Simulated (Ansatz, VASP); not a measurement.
# Fe: VASP beside Ansatz

```
CELL_PARAMETERS angstrom
0.00000 1.91550 1.93855
1.47819 0.00000 1.93855
1.47819 1.91550 0.00000
ATOMIC_POSITIONS crystal
Fe 0.00000 0.00000 0.00000
```

Change from the starting cell: volume scaled by 0.96.

Alike in both runs: task single point; functional PBE; k mesh 13 × 13 × 13; occupations fermi-dirac, width 0.05 eV; collinear spin, ferromagnetic start.

|  | VASP | Ansatz |
| --- | --- | --- |
| version | VASP 6.6.1 | Ansatz 0.2.0 |
| potentials or method | VASP PAW PBE potentials, release 64 (Fe) | Ansatz PAW |
| plane-wave cutoff (eV) | 520 | 420 |
| valence electrons in the cell | 8 | 16 |

VASP gave:

| Quantity | Value |
| --- | --- |
| gap on the k mesh at the Fermi level (eV) | none |
| pressure (GPa) | 6.9 |
| largest component of the traceless stress (GPa) | 6.73 |
| net moment per atom (μB) | 2.11 |
| size of the moment on the site where the two differ most (μB) | 2.10 |

Problem. Estimate Ansatz's values.

Solution. gap on the k mesh at the Fermi level (eV): none; pressure (GPa): 7.1; largest component of the traceless stress (GPa): 6.87; net moment per atom (μB): 2.10; size of the moment on the site where the two differ most (μB): 2.13.

Site moments also hang on the region over which each program counts them. A gap of «none» marks a metal or a gap that the smearing closes. The two sets of potentials don't hold the same shells in valence.
